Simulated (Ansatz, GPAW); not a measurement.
## HfC: programs and potentials compared

```xyz
2
Lattice="0.0000 2.3250 2.3250 2.3250 0.0000 2.3250 2.3250 2.3250 0.0000" Properties=species:S:1:pos:R:3 pbc="T T T"
Hf    2.3250    2.3250    2.3250
C     0.0000    0.0000    0.0000
```

Alike in all runs: task band structure; functional BLYP; k mesh 10 × 10 × 10; occupations fermi-dirac, width 0.05 eV; no spin polarisation; no spin-orbit coupling. Pressure is positive in compression and, in plane waves, holds the error of the finite cutoff, which Ansatz's Pulay term estimates and takes out.

| program and potentials | plane-wave cutoff (eV) | notes | pressure (GPa) |
| --- | --- | --- | --- |
| Ansatz, Ansatz PAW | 420 | potentials made for PBE, which Ansatz adapts in part; 15 valence electrons an atom on average; Pulay term of +0.26 GPa included | 7.54 |
| Ansatz, all-electron LAPW, scalar-relativistic | - | - | 7.65 |
| GPAW, PAW data sets generated for this functional | 800 | 8 valence electrons an atom on average | 7.46 |

The pressure spans 7.46 (GPAW, PAW data sets generated for this functional) to 7.65 GPa (Ansatz, all-electron LAPW, scalar-relativistic), with all-electron results at 7.65. Some sets were made for another functional than the one run, which can shift their rows.

Differences between rows come from potentials, basis sets and numerical settings, since the functional is the same but for its coding. Runs on potential files found faulty are left out.

All three runs put HfC under compression at this cell, so BLYP would prefer a larger lattice. The cell lies close to the experimental one, and the pressure therefore reflects the functional's known tendency to underbind solids, probably in part because its correlation does not recover the uniform electron gas limit. Strong covalent bonding between Hf 5d and C 2p states makes the carbide very stiff, so even a modest overestimate of the lattice constant appears as a pressure of several GPa.

The two PAW results, 7.54 and 7.46 GPa, lie slightly below the all-electron 7.65 GPa, a small difference beside the pressure itself. The electron counts suggest that the filled Hf 4f shell is in the valence in the Ansatz PAW run and in the core in GPAW. Their close agreement is consistent with a compact, largely inert 4f shell, though compensating differences between the potentials can't be excluded. A single volume gives neither the equilibrium lattice constant nor the bulk modulus.
